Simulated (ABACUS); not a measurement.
Crystal: NiO.

```xyz
2
Lattice="0.0000 2.0859 2.0859 2.0859 0.0000 2.0859 2.0859 2.0859 0.0000" Properties=species:S:1:pos:R:3 pbc="T T T"
Ni    0.0000    0.0000    0.0000
O     2.0859    2.0859    2.0859
```

Program: ABACUS 3.10.1. Alike in all runs: task single point; spin collinear, ferromagnetic start; cell as given; smearing fermi-dirac 0.05 eV.

Q: Order these runs on this cell by their pressure, lowest first.
A. level LDA; potentials or basis SG15 ONCV 1.2 PBE, DZP LCAO (the cutoffs set its grid); k mesh 8 × 8 × 8; cutoff (eV) 1361; radial cutoff of the potentials (pseudo_rcut) 7 bohr; SCF threshold on the density 1e-07; eigensolver genelpa; mesh quality not flagged
B. level PBE; potentials or basis PseudoDojo NC SR 0.4.1 PBE standard, DZP LCAO (the cutoffs set its grid); k mesh 11 × 11 × 11; cutoff (eV) 1361; radial cutoff of the potentials (pseudo_rcut) 10 bohr; SCF threshold on the density 1e-07; eigensolver genelpa; mesh quality not flagged
C. level BLYP; potentials or basis PseudoDojo NC SR 0.5 PBE standard, DZP LCAO (the cutoffs set its grid); k mesh 10 × 10 × 10; cutoff (eV) 1361; radial cutoff of the potentials (pseudo_rcut) 10 bohr; SCF threshold on the density 1e-07; eigensolver genelpa; mesh quality not flagged
D. level revTPSS; potentials or basis SG15 ONCV 1.2 PBE, plane waves; k mesh 7 × 7 × 7; cutoff (eV) 1537; radial cutoff of the potentials (pseudo_rcut) 10 bohr; SCF threshold on the density 1e-08; eigensolver dav; mesh quality coarse
E. level PBEsol; potentials or basis PseudoDojo NC SR 0.4 PBEsol stringent, plane waves; k mesh 9 × 9 × 9; cutoff (eV) 1429; radial cutoff of the potentials (pseudo_rcut) 10 bohr; SCF threshold on the density 1e-08; eigensolver dav; mesh quality not flagged

A: A (-17.3 GPa), E (-5.8 GPa), D (2.2 GPa), B (6.6 GPa), C (14.0 GPa).

Caveats: some runs use coarse meshes; a cell with one magnetic atom can't hold antiferromagnetic order, which such compounds often take; the atomic orbitals were generated for these runs and aren't a published set (some runs); the potentials were made for another functional, which shifts forces and pressure (some runs); the basis of atomic orbitals isn't converged, which shifts pressures, moduli and gaps (some runs).

Not every run made on this cell is shown here.
